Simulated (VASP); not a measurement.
**Mesh, vacuum, cutoff and functional for a single sheet of WS2**

Aim: find which settings matter for a slab model of a single sheet of WS2, and what they cost.

Program: VASP 6.6.1. Level of theory: PBE, no spin polarisation; plane waves and PAW (S, W), in the first sound run; inputs show where later runs differ. Results are calculated unless marked as measured.

## 1. Starting point

The cell holds 3 atoms: 2 S and 1 W. Its edges and angles: a = 3.180 Å, b = 3.180 Å, c = 18.125 Å, α = 90.0°, β = 90.0°, γ = 120.0°. It derives from WS2 (Tungstenite). 1 sheet cut from a layered arrangement of the crystal. Vacuum lies along c.

## 2. The base run

The base run sets the number that all others are held against.

Contents of INCAR:

```
SYSTEM = WS2
PREC = Normal
ENCUT = 350
EDIFF = 1E-06
NELM = 120
ISMEAR = 0
SIGMA = 0.05
LREAL = .FALSE.
ALGO = Normal
GGA = PE
NBANDS = 15
LASPH = .TRUE.
LORBIT = 11
LWAVE = .FALSE.
LCHARG = .FALSE.
KPAR = 4
IDIPOL = 3
LDIPOL = .TRUE.
DIPOL = 0.5 0.5 0.5
LVHAR = .TRUE.
LVACPOTAV = .TRUE.
NEDOS = 1500
```

Contents of POSCAR:

```
WS2
1.0
    3.1800000000      0.0000000000      0.0000000000
   -1.5900000000      2.7539607840      0.0000000000
    0.0000000000      0.0000000000     18.1250000000
S W
2 1
Direct
    0.6666666670      0.3333333330      0.5862068970
    0.6666666670      0.3333333330      0.4137931030
    0.3333333330      0.6666666670      0.5000000000
```

Contents of KPOINTS:

```
Automatic mesh
0
Gamma
9 9 1
0 0 0
```

Potentials, in the order of the species: S and W (PBE family, release 64).

Launch:

```console
mpirun -np 4 vasp_std
```

What it wrote:

```text
[banner, memory and clock lines left out]
running    4 mpi-ranks, on    1 nodes
 distrk:  each k-point on    1 cores,    4 groups
 distr:  one band on    1 cores,    1 groups

 POSCAR found type information on POSCAR S W
 POSCAR found :  2 types and       3 ions
 LDA part: xc-table for (Slater+PW92), standard interpolation
 POSCAR, INCAR and KPOINTS ok, starting setup
 FFT: planning ... GRIDC
 FFT: planning ... GRID_SOFT
 FFT: planning ... GRID
 WAVECAR not read
 entering main loop
       N       E                     dE             d eps       ncg     rms          rms(c)
DAV:   1     0.102265290180E+03    0.10227E+03   -0.52631E+03   360   0.662E+02
DAV:   2    -0.139213929695E+02   -0.11619E+03   -0.11010E+03   552   0.167E+02
DAV:   3    -0.249860547706E+02   -0.11065E+02   -0.10972E+02   500   0.592E+01
DAV:   4    -0.251796157793E+02   -0.19356E+00   -0.19323E+00   444   0.963E+00
DAV:   5    -0.251852397129E+02   -0.56239E-02   -0.56230E-02   537   0.153E+00    0.281E+01
DAV:   6    -0.239314325085E+02    0.12538E+01   -0.35106E+00   547   0.133E+01    0.123E+01
DAV:   7    -0.237933851705E+02    0.13805E+00   -0.10770E+00   465   0.831E+00    0.620E+00
DAV:   8    -0.237208108402E+02    0.72574E-01   -0.15341E-01   493   0.329E+00    0.921E-01
DAV:   9    -0.237192004142E+02    0.16104E-02   -0.26102E-02   500   0.112E+00    0.459E-01
DAV:  10    -0.237175034634E+02    0.16970E-02   -0.69253E-03   500   0.575E-01    0.209E-01
DAV:  11    -0.237174163050E+02    0.87158E-04   -0.54955E-04   493   0.190E-01    0.691E-02
DAV:  12    -0.237172410488E+02    0.17526E-03   -0.24299E-04   493   0.949E-02    0.395E-02
DAV:  13    -0.237172604484E+02   -0.19400E-04   -0.45495E-05   472   0.396E-02    0.222E-02
DAV:  14    -0.237173998323E+02   -0.13938E-03   -0.37823E-05   444   0.305E-02    0.327E-02
DAV:  15    -0.237174206295E+02   -0.20797E-04   -0.73966E-06   444   0.150E-02    0.675E-03
DAV:  16    -0.237174648449E+02   -0.44215E-04   -0.86061E-06   437   0.115E-02    0.888E-03
DAV:  17    -0.237174708626E+02   -0.60177E-05   -0.79519E-07   450   0.478E-03    0.284E-03
DAV:  18    -0.237175070064E+02   -0.36144E-04   -0.17611E-06   396   0.523E-03    0.208E-03
DAV:  19    -0.237175130753E+02   -0.60689E-05   -0.14398E-07   404   0.214E-03    0.136E-03
DAV:  20    -0.237175238263E+02   -0.10751E-04   -0.74541E-07   345   0.276E-03    0.121E-03
DAV:  21    -0.237175248321E+02   -0.10058E-05   -0.54091E-08   383   0.113E-03    0.271E-04
DAV:  22    -0.237175253020E+02   -0.46989E-06   -0.22699E-08   285   0.549E-04
|                                                                             |
|           W    W    AA    RRRRR   N    N  II  N    N   GGGG   !!!           |
|           W    W   A  A   R    R  NN   N  II  NN   N  G    G  !!!           |
|           W    W  A    A  R    R  N N  N  II  N N  N  G       !!!           |
|           W WW W  AAAAAA  RRRRR   N  N N  II  N  N N  G  GGG   !            |
|           WW  WW  A    A  R   R   N   NN  II  N   NN  G    G                |
|           W    W  A    A  R    R  N    N  II  N    N   GGGG   !!!           |
|                                                                             |
|     Did not find any points to average over, which means that no vacuum     |
|     field-free region was found. Please increase the size of  your cell     |
|     in the dimension of the dipole correction to obtain accurate            |
|     workfunction values.                                                    |
|                                                                             |

   1 F= -.23717525E+02 E0= -.23717525E+02  d E =-.464256E-11
```

The job ended after 4.4 s (4 MPI ranks of Intel Xeon 6975P-C (Granite Rapids), shared host; peak memory 0.58 GiB; 15 s of CPU time).

The logs omit lines about the potential files and the build; timing stands in the text.

Parts of OUTCAR (step 2):

```text
ion  position               nearest neighbor table
   1  0.667  0.333  0.586-   3 2.41   3 2.41   3 2.41
   2  0.667  0.333  0.414-   3 2.41   3 2.41   3 2.41
   3  0.333  0.667  0.500-   1 2.41   2 2.41   1 2.41   2 2.41   1 2.41   2 2.41

  LATTYP: Found a hexagonal cell.
 ALAT       =     3.1800000000
 C/A-ratio  =     5.6996855346

 Subroutine GETGRP returns: Found 12 space group operations
 (whereof 12 operations were pure point group operations)

The static configuration has the point symmetry D_3h.

 Found     12 irreducible k-points:

   k-points           NKPTS =     12   k-points in BZ     NKDIM =     12   number of bands    NBANDS=     15

   dimension x,y,z NGX =    16 NGY =   16 NGZ =   84
   dimension x,y,z NGXF=    32 NGYF=   32 NGZF=  168

   ENCUT  =  350.0 eV  25.72 Ry    5.07 a.u.   4.85  4.85 27.65*2*pi/ulx,y,z

   NELECT =      18.0000    total number of electrons

 k-points in reciprocal lattice and weights: Automatic mesh
   0.00000000  0.00000000  0.00000000       0.012
   0.11111111 -0.00000000  0.00000000       0.074
   0.22222222  0.00000000  0.00000000       0.074
   0.33333333 -0.00000000  0.00000000       0.074
   0.44444444  0.00000000  0.00000000       0.074
   0.11111111  0.11111111  0.00000000       0.074
   0.22222222  0.11111111  0.00000000       0.148
   0.33333333  0.11111111  0.00000000       0.148
   0.44444444  0.11111111  0.00000000       0.074
   0.22222222  0.22222222  0.00000000       0.074
   0.33333333  0.22222222  0.00000000       0.148
   0.33333333  0.33333333  0.00000000       0.025

 dipolmoment           0.000000      0.000000      0.000000 electrons x Angstroem

 average (electrostatic) potential at core
       1 -93.3177       2 -93.3177       3 -47.5880

 E-fermi :  -1.6487

 k-point     1 :       0.0000    0.0000    0.0000
  band No.  band energies     occupation
    ...
      5      -4.7427      2.00000
      6      -3.9470      2.00000
      7      -3.4945      2.00000
      8      -3.4945      2.00000
      9      -1.9008      2.00000
     10       1.0406      0.00000
     11       1.0406      0.00000
     12       1.2081      0.00000
     13       1.2081      0.00000
     14       3.1359      0.00000
    ...

 k-point     2 :       0.1111   -0.0000    0.0000
  band No.  band energies     occupation
    ...
      5      -4.5751      2.00000
      6      -4.5452      2.00000
      7      -3.7978      2.00000
      8      -3.2271      2.00000
      9      -2.0189      2.00000
     10       0.7766      0.00000
     11       0.9095      0.00000
     12       1.0344      0.00000
     13       1.4000      0.00000
     14       3.5513      0.00000
    ...

 k-point     3 :       0.2222    0.0000    0.0000
  band No.  band energies     occupation
    ...
      5      -5.4839      2.00000
      6      -4.4081      2.00000
      7      -4.0392      2.00000
      8      -3.4034      2.00000
      9      -2.5483      2.00000
     10       0.4500      0.00000
     11       0.7426      0.00000
     12       1.1668      0.00000
     13       2.0940      0.00000
     14       4.2557      0.00000
    ...

  Total        0.1871081      0.1871081      0.4440330      0.0000000      0.0000000      0.0000000
  in kB        1.8886015      1.8886015      4.4819081      0.0000000      0.0000000      0.0000000
  external PRESSURE =       2.7530370 kB  Pullay stress =       0.0000000 kB

  energy-cutoff  :      350.00
  volume of cell :      158.73
      direct lattice vectors                 reciprocal lattice vectors
     3.180000000  0.000000000  0.000000000     0.314465409  0.181556688  0.000000000
    -1.590000000  2.753960784  0.000000000     0.000000000  0.363113377  0.000000000
     0.000000000  0.000000000 18.125000000     0.000000000  0.000000000  0.055172414

 POSITION                                       TOTAL-FORCE (eV/Angst)
 -----------------------------------------------------------------------------------
      1.59000      0.91799     10.62500         0.000000      0.000000      0.166047
      1.59000      0.91799      7.50000         0.000000     -0.000000     -0.166047
     -0.00000      1.83597      9.06250        -0.000000      0.000000      0.000000
 -----------------------------------------------------------------------------------
    total drift:                               -0.000002      0.000001      0.000000

  FREE ENERGIE OF THE ION-ELECTRON SYSTEM (eV)
  ---------------------------------------------------
  free  energy   TOTEN  =       -23.7175253020 eV

  energy  without entropy=      -23.7175253020  energy(sigma->0) =      -23.71752530

 vacuum level on the upper side and lower side of the slab         3.837         3.837

 total charge
# of ion       s       p       d       tot
------------------------------------------
    1        1.358   2.360   0.000   3.719
    2        1.358   2.360   0.000   3.719
    3        0.564   0.709   4.256   5.529
--------------------------------------------------
tot          3.281   5.430   4.256  12.967

[... 3 further parts left out ...]
```

This run has no spin polarisation, so a moment on W, if there is one, isn't seen. The gap is read on the k-mesh alone, so it is an upper bound where the band edges lie off the mesh. The data set W keeps the semicore shell frozen, which is cheaper and a little less accurate.

Numbers from this step:

```
electronic cycles                                 : 22
electrons                                         : 18
free energy (TOTEN)                               : -23.72 eV
Fermi energy                                      : -1.649 eV
labelled metallic, from the levels on this mesh   : no
dipole moment                                     : 0, 0, 0 e·Å
vacuum levels                                     : 3.837, 3.837 eV
ionisation potentials of the upper and lower face : 5.703, 5.703 eV
electron affinities of the upper and lower face   : 3.896, 3.896 eV
highest filled level below the vacuum             : 5.703 eV
gap on the k-mesh                                 : 1.807 eV
least direct gap on the k-mesh                    : 1.807 eV
```

Zero at the Fermi level. The planar average of the electrostatic potential by height:

height (Å), planar average of the electrostatic potential (eV) and a bar from the least value:
```
      0.0        5.5 ##############################
      0.5        5.5 ##############################
      1.0        5.5 ##############################
      1.5        5.5 ##############################
      2.0        5.5 ##############################
      2.5        5.5 ##############################
      3.0        5.5 ##############################
      3.5        5.5 ##############################
      4.0        5.5 ##############################
      4.5        5.5 ##############################
      5.0        5.5 ##############################
      5.5        5.4 ##############################
      6.0        5.0 #############################
      6.5        3.3 ###########################
      7.0       -5.4 #############
      7.5      -14.4 
      8.0       -8.9 ########
      8.5       -7.0 ###########
      9.0       -9.8 #######
      9.5       -7.9 ##########
     10.0       -7.0 ###########
     10.5      -14.1 
     11.0       -8.8 ########
     11.5        2.3 #########################
     12.0        4.8 #############################
     12.5        5.3 ##############################
     13.0        5.5 ##############################
     13.5        5.5 ##############################
     14.0        5.5 ##############################
     14.5        5.5 ##############################
     15.0        5.5 ##############################
     15.5        5.5 ##############################
     16.0        5.5 ##############################
     16.5        5.5 ##############################
     17.0        5.5 ##############################
     17.5        5.5 ##############################
     18.0        5.5 ##############################
```

Density of states in the PAW spheres, an atom over height of the layer and energy from the Fermi level.

Ten even steps from '_' (0.00 states/eV) to '@' (1.31 states/eV), each cell a mean:
```
______
______
__==__
..%%..
..@@..
==--==
==--==
**%%**
::++::
..--..
++@@++
::==::
--**--
==##==
::--::
..--..
--##--
..==..
__..__
______
______
______
```
Columns: height of the layer (Å) from 7.5 to 10.6; rows upwards: energy from the Fermi level (eV) from -7.9 to 0.5.

Force by atom:

| atom | x (eV/Å) | y (eV/Å) | z (eV/Å) | size |
| --- | --- | --- | --- | --- |
| S1 | 0.000 | 0.000 | 0.166 | 0.166 |
| S2 | 0.000 | 0.000 | -0.166 | 0.166 |
| W3 | 0.000 | 0.000 | 0.000 | 0.000 |

The highest filled level lies 5.70 eV below the vacuum at the upper face.

Only the dipole across the slab is computed (IDIPOL = 3); zeros along the plane are no results.

The map of layer states is cut here 0.5 eV above the Fermi level, so it leaves out the states above that.

## 3. Another mesh, mesh points along a 3, k-mesh 3×3×1

The mesh decides how well the Fermi level or the band edge is found.

Changes to INCAR since step 2:

```diff
@@ -15,3 +15,3 @@
 LCHARG = .FALSE.
-KPAR = 4
+NCORE = 4
 IDIPOL = 3
@@ -21,2 +21 @@
 LVACPOTAV = .TRUE.
-NEDOS = 1500
```

POSCAR is that of step 2.

Contents of KPOINTS:

```
Automatic mesh
0
Gamma
3 3 1
0 0 0
```

Launch:

```console
mpirun -np 4 vasp_std
```

What it wrote:

```text
[banner, memory and clock lines left out]
running    4 mpi-ranks, on    1 nodes
 distrk:  each k-point on    4 cores,    1 groups
 distr:  one band on    4 cores,    1 groups

 POSCAR found type information on POSCAR S W
 POSCAR found :  2 types and       3 ions
 LDA part: xc-table for (Slater+PW92), standard interpolation
 POSCAR, INCAR and KPOINTS ok, starting setup
 FFT: planning ... GRIDC
 FFT: planning ... GRID_SOFT
 FFT: planning ... GRID
 WAVECAR not read
 entering main loop
       N       E                     dE             d eps       ncg     rms          rms(c)
DAV:   1     0.104865009753E+03    0.10487E+03   -0.53283E+03    90   0.668E+02
DAV:   2    -0.157611698756E+02   -0.12063E+03   -0.11570E+03   135   0.174E+02
DAV:   3    -0.249563501948E+02   -0.91952E+01   -0.91120E+01   125   0.561E+01
DAV:   4    -0.250987408727E+02   -0.14239E+00   -0.14218E+00   118   0.858E+00
DAV:   5    -0.251033045949E+02   -0.45637E-02   -0.45632E-02   125   0.138E+00    0.280E+01
DAV:   6    -0.239269369487E+02    0.11764E+01   -0.32280E+00   142   0.129E+01    0.121E+01
DAV:   7    -0.238049719229E+02    0.12197E+00   -0.10877E+00   118   0.885E+00    0.636E+00
DAV:   8    -0.237005578476E+02    0.10441E+00   -0.19020E-01   118   0.381E+00    0.919E-01
DAV:   9    -0.237001404436E+02    0.41740E-03   -0.30905E-02   111   0.121E+00    0.559E-01
DAV:  10    -0.236982504455E+02    0.18900E-02   -0.69207E-03   125   0.583E-01    0.237E-01
DAV:  11    -0.236981486418E+02    0.10180E-03   -0.58138E-04   104   0.190E-01    0.532E-02
DAV:  12    -0.236980290807E+02    0.11956E-03   -0.12901E-04   125   0.649E-02    0.376E-02
DAV:  13    -0.236980125174E+02    0.16563E-04   -0.14285E-04   125   0.529E-02    0.277E-02
DAV:  14    -0.236980818730E+02   -0.69356E-04   -0.84616E-06    90   0.207E-02    0.676E-03
DAV:  15    -0.236981544248E+02   -0.72552E-04   -0.33438E-05    97   0.223E-02    0.625E-03
DAV:  16    -0.236981720566E+02   -0.17632E-04   -0.34009E-06   118   0.933E-03    0.385E-03
DAV:  17    -0.236981959151E+02   -0.23858E-04   -0.52912E-06   103   0.779E-03    0.527E-03
DAV:  18    -0.236982040468E+02   -0.81317E-05   -0.23080E-07   101   0.293E-03    0.199E-03
DAV:  19    -0.236982307230E+02   -0.26676E-04   -0.18478E-06    96   0.421E-03    0.203E-03
DAV:  20    -0.236982366686E+02   -0.59456E-05   -0.36485E-07   102   0.214E-03    0.170E-03
DAV:  21    -0.236982382540E+02   -0.15854E-05   -0.69507E-08    80   0.142E-03    0.366E-04
DAV:  22    -0.236982393083E+02   -0.10543E-05   -0.63436E-08    80   0.971E-04    0.557E-04
DAV:  23    -0.236982395127E+02   -0.20442E-06   -0.96610E-09    73   0.482E-04
 [... a notice as in an earlier step ...]

   1 F= -.23698240E+02 E0= -.23698240E+02  d E =-.700401E-17
```

Wall time 2.8 s (4 MPI ranks); peak memory 0.41 GiB; 8.5 s of CPU time.

Parts of OUTCAR (step 3):

```text
The static configuration has the point symmetry D_3h.

 Found      3 irreducible k-points:

   k-points           NKPTS =      3   k-points in BZ     NKDIM =      3   number of bands    NBANDS=     15

   NELECT =      18.0000    total number of electrons

 E-fermi :  -1.5139

 k-point     1 :       0.0000    0.0000    0.0000
  band No.  band energies     occupation
    ...
      5      -4.7011      2.00000
      6      -3.9756      2.00000
      7      -3.4988      2.00000
      8      -3.4987      2.00000
      9      -1.9141      2.00000
     10       1.0366      0.00000
     11       1.0366      0.00000
     12       1.2123      0.00000
     13       1.2123      0.00000
     14       3.1251      0.00000
    ...

 k-point     2 :       0.3333    0.0000    0.0000
  band No.  band energies     occupation
    ...
      5      -6.3852      2.00000
      6      -4.9542      2.00000
      7      -3.7973      2.00000
      8      -3.4841      2.00000
      9      -3.0414      2.00000
     10       0.7555      0.00000
     11       0.7559      0.00000
     12       1.8102      0.00000
     13       2.6194      0.00000
     14       4.8077      0.00000
    ...

  Total        0.3923785      0.3923785     -0.0904538      0.0000000      0.0000000      0.0000000
  in kB        3.9605266      3.9605266     -0.9130074      0.0000000      0.0000000      0.0000000
  external PRESSURE =       2.3360153 kB  Pullay stress =       0.0000000 kB

 POSITION                                       TOTAL-FORCE (eV/Angst)
 -----------------------------------------------------------------------------------
      1.59000      0.91799     10.62500        -0.000000      0.000000     -0.005742
      1.59000      0.91799      7.50000         0.000000     -0.000000      0.005742
     -0.00000      1.83597      9.06250        -0.000000      0.000000      0.000000
 -----------------------------------------------------------------------------------
    total drift:                               -0.000001      0.000001      0.000000

  FREE ENERGIE OF THE ION-ELECTRON SYSTEM (eV)
  ---------------------------------------------------
  free  energy   TOTEN  =       -23.6982395127 eV

  energy  without entropy=      -23.6982395127  energy(sigma->0) =      -23.69823951

 vacuum level on the upper side and lower side of the slab         3.844         3.844

 total charge
# of ion       s       p       d       tot
------------------------------------------
    1        1.358   2.358   0.000   3.717
    2        1.358   2.358   0.000   3.717
    3        0.560   0.698   4.276   5.534
--------------------------------------------------
tot          3.277   5.415   4.276  12.968

[... 7 parts as in an earlier step ...]

[... 3 further parts left out ...]
```

A gap read on the k-mesh alone can miss the band edges.

This step gave:

| Property | Result |
| --- | --- |
| electronic cycles | 23 |
| free energy (TOTEN) | -23.70 eV |
| Fermi energy | -1.514 eV |
| vacuum levels | 3.844, 3.844 eV |
| ionisation potentials of the upper and lower face | 5.651, 5.651 eV |
| electron affinities of the upper and lower face | 3.872, 3.872 eV |
| highest filled level below the vacuum | 5.651 eV |
| gap on the k-mesh | 1.780 eV |
| least direct gap on the k-mesh | 1.780 eV |

Against the base run its depth below the vacuum changes by -0.05 eV and the energy by +6.4 meV an atom.

(Continued in part 2 of 4.)

[Lines on the potential files, build, host, timing and source positions are cut from VASP's logs without a mark.]

[Logs are printed without paths, hosts, clocks, repeated set-up lines and the standing remarks that a program may print on its own settings, such as how far it seeks lower states.]

[Hosts, paths, dates, database ids (printed as entryN), source tags and the programs' standing remarks are cut or masked in the printed files.]

[In band tables of VASP the shares of atoms and orbitals are scaled to a sum of 1 inside the atoms' spheres.]

[Runs that stopped without an error message from VASP are left out.]
